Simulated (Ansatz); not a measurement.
## CdF2: pressure coefficient of the gap from its deformation potential

All numbers below come from DFT PBE, scalar-relativistic, plane waves, PAW in Ansatz. Cutoff 420 eV, mesh 8×8×8 in the first runs.

The relaxed cell is Fm-3m with a = 5.481 Å. An equation of state gives B0 = 93.3 GPa at V0 = 13.725 Å³/atom, and gaps on the k mesh of 3.025 eV at 13.313 Å³/atom, 2.915 eV at 13.725 Å³/atom, 2.811 eV at 14.137 Å³/atom.

**Question.** Predict dE_g/dP at zero pressure, and compare with cells relaxed under pressure.

**Answer.** A parabola in ln V through the three points has the slope a = dE_g/d ln V = -3.57 eV at V0. Since dP = −B d ln V, dE_g/dP = −a/B = 38.2 meV/GPa. Separate runs under pressure gave gaps (over the zone) of 2.794 eV at -2.95 GPa, 2.915 eV at 0.00 GPa, 3.022 eV at 3.00 GPa, a slope of 38.5 meV/GPa at zero. The two routes agree within 0.2 meV/GPa. Compression widens this gap. Pressure coefficients of semilocal functionals are as a rule better than their gaps.